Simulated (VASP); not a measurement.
Crystal: Ag.

```
CELL_PARAMETERS angstrom
-1.62298 1.62298 1.62298
1.62298 -1.62298 1.62298
1.62298 1.62298 -1.62298
ATOMIC_POSITIONS crystal
Ag 0.00000 0.00000 0.00000
```

This isn't the form of Ag at room conditions, which is fcc.

```yaml
Program: VASP 6.6.1
Task: relaxation of cell and atoms
Functional: PBEsol
Potentials_or_basis: VASP PAW PBE potentials, release 64 (Ag)
Cutoff: 300 eV
k_mesh: 18 × 18 × 18
Occupations: gaussian, width 0.1 eV
Spin: no spin polarisation
```

At the start: pressure -2.4 GPa; volume 17.10 Å³/atom.

Problem. How do energy, volume and symmetry change on relaxing?

Solution. Over 3 steps the energy falls by 3.1 meV/atom and the volume is 16.70 Å³/atom (-2.3 %); space group Im-3m (No. 229, to 0.05 Å).

Step by step:
```csv
step,energy change (eV),largest force (eV/Å),pressure (GPa),volume (Å³)
1,0.0000,0.0000,-2.42,17.10
2,-0.0020,0.0000,1.60,16.47
3,-0.0031,0.0000,0.00,16.70
```

Final structure:
```
CELL_PARAMETERS angstrom
-1.61021 1.61021 1.61021
1.61021 -1.61021 1.61021
1.61021 1.61021 -1.61021
ATOMIC_POSITIONS crystal
Ag 0.00000 0.00000 0.00000
```

Caveat: the cutoff is under 1.25 times the usual one of these potentials, so pressure, stress and relaxed cells hold a basis-set (Pulay) error; the PAW data sets were made with another functional, which shifts forces and pressure a little.
